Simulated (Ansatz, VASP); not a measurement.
## P in VASP and in Ansatz

```
CELL_PARAMETERS angstrom
2.50184 0.00000 0.00000
0.00000 2.50184 0.00000
0.00000 0.00000 2.36875
ATOMIC_POSITIONS crystal
P 0.50000 0.50000 0.00000
```

Alike in both runs: task relaxation of cell and atoms; functional PBE; k mesh 22 × 22 × 24; occupations gaussian, width 0.1 eV; no spin polarisation.

```csv
,VASP,Ansatz
version,VASP 6.6.1,Ansatz 0.2.0
potentials or method,"VASP PAW PBE potentials, release 64 (P)","scalar-relativistic, plane waves, PAW"
plane-wave cutoff (eV),600,420
valence electrons in the cell,5,5
```

Ansatz gave:

- gap on the k mesh at the Fermi level, each at its own relaxed structure (eV): none
- relaxed volume (Å³/atom): 14.61
- relaxed cell length with the largest relative difference (Å): 2.447
- energy change over the relaxation (meV/atom): -19

Question: Estimate VASP's values.

Answer: gap on the k mesh at the Fermi level, each at its own relaxed structure (eV): none; relaxed volume (Å³/atom): 14.58; relaxed cell length with the largest relative difference (Å): 2.445; energy change over the relaxation (meV/atom): -19.

A gap of «none» marks a metal or a gap that the smearing closes.
